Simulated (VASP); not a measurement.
A VASP 6.6.1 single-point calculation on TePb

INCAR

```
NBANDS = 17
LREAL = .FALSE.
ISMEAR = -5
IBRION = -1
LASPH = .TRUE.
SIGMA = 0.2
LCHARG = .FALSE.
ISIF = 2
EDIFF = 1E-7
GGA = PE
PREC = Accurate
LWAVE = .FALSE.
ENCUT = 520
NSW = 0
NELM = 120
```

KPOINTS

```
KPOINTS created by Atomic Simulation Environment
0
Gamma
8 8 8
0 0 0
```

POSCAR

```
Pb Te
 1.0000000000000000
    -0.0000000000000000    3.2678368488178133    3.2678368488178133
     3.2678368488178133   -0.0000000000000000    3.2678368488178133
     3.2678368488178133    3.2678368488178133   -0.0000000000000000
 Pb  Te
   1   1
Cartesian
 -0.0000000000000000  0.0000000000000000  0.0000000000000000
  3.2678368488178129  3.2678368488178129  3.2678368488178129
```

The recommended PBE PAW datasets give the neutral cell 20 valence electrons.

Command

```
mpirun -np 1 vasp_std
```

Predict the outcome of this run.

It converged. Results: gap between bands v and c on the k mesh 0.80 eV; least direct gap on the k mesh 0.80 eV; pressure 0.6 GPa. Band v is the last that the valence electrons fill when counted band by band, and c is the next.

OSZICAR

```
N       E                     dE             d eps       ncg     rms          rms(c)
DAV:   1     0.150619940179E+03    0.15062E+03   -0.90872E+03   986   0.113E+03
DAV:   2     0.249639288179E+01   -0.14812E+03   -0.14390E+03  1047   0.288E+02
DAV:   3    -0.738754734456E+01   -0.98839E+01   -0.98329E+01  1249   0.824E+01
DAV:   4    -0.764834043830E+01   -0.26079E+00   -0.26067E+00  1254   0.150E+01
DAV:   5    -0.765792392438E+01   -0.95835E-02   -0.95832E-02  1409   0.255E+00    0.308E+00
DAV:   6    -0.752238537495E+01    0.13554E+00   -0.30374E-01  1420   0.372E+00    0.189E+00
DAV:   7    -0.751882806477E+01    0.35573E-02   -0.87336E-02  1221   0.139E+00    0.905E-01
DAV:   8    -0.752106955919E+01   -0.22415E-02   -0.10364E-02  1178   0.102E+00    0.149E-01
DAV:   9    -0.752087058848E+01    0.19897E-03   -0.15198E-03  1478   0.400E-01    0.644E-02
DAV:  10    -0.752091438147E+01   -0.43793E-04   -0.16265E-04  1143   0.904E-02    0.201E-02
DAV:  11    -0.752092027590E+01   -0.58944E-05   -0.34533E-05  1373   0.460E-02    0.128E-02
DAV:  12    -0.752092036776E+01   -0.91862E-07   -0.19077E-06  1244   0.112E-02    0.984E-03
DAV:  13    -0.752091985134E+01    0.51642E-06   -0.71390E-07  1196   0.633E-03    0.295E-03
DAV:  14    -0.752091989464E+01   -0.43299E-07   -0.28187E-07  1044   0.394E-03
   1 F= -.75209199E+01 E0= -.75209199E+01  d E =0.000000E+00
```

Standard output (part)

```
POSCAR found type information on POSCAR PbTe
 POSCAR found :  2 types and       2 ions
 LDA part: xc-table for (Slater+PW92), standard interpolation
 POSCAR, INCAR and KPOINTS ok, starting setup
 WAVECAR not read
 entering main loop
```

For comparison, a separate PBE run of the intended cell, on usual settings and not on those above, gives a gap of 0.80 eV on its mesh and a pressure of 0.6 GPa.
